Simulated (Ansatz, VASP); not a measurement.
# One calculation of ZnAu, two programs

```
Zn Au
1.0
     3.53257    0.00000    0.00000
     0.00000    3.53257    0.00000
     0.00000    0.00000    2.49752
Zn Au
1 1
Direct
  0.50000 0.50000 0.50000
  0.00000 0.00000 0.00000
```

Alike in both runs: task single point; functional PBEsol; k mesh 16 × 16 × 16; occupations gaussian, width 0.15 eV; no spin polarisation.

|  | VASP | Ansatz |
| --- | --- | --- |
| version | VASP 6.6.1 | Ansatz 0.2.0 |
| potentials or method | VASP PAW PBE potentials, release 64 (Zn, Au) | scalar-relativistic, plane waves, PAW |
| plane-wave cutoff (eV) | 520 | 420 |
| valence electrons in the cell | 23 | 31 |

```csv
,VASP,Ansatz,Ansatz less VASP
gap on the k mesh at the Fermi level (eV),none,none,-
pressure (GPa),8.9,8.8,-0.09
largest component of the traceless stress (GPa),25.09,25.24,+0.148
```

A gap of «none» marks a metal or a gap that the smearing closes. The two sets of potentials don't hold the same shells in valence.

Caveats: the PAW data sets were made with another functional, which shifts forces and pressure a little (VASP). Spin-orbit coupling is left out, which matters for the levels of Au.
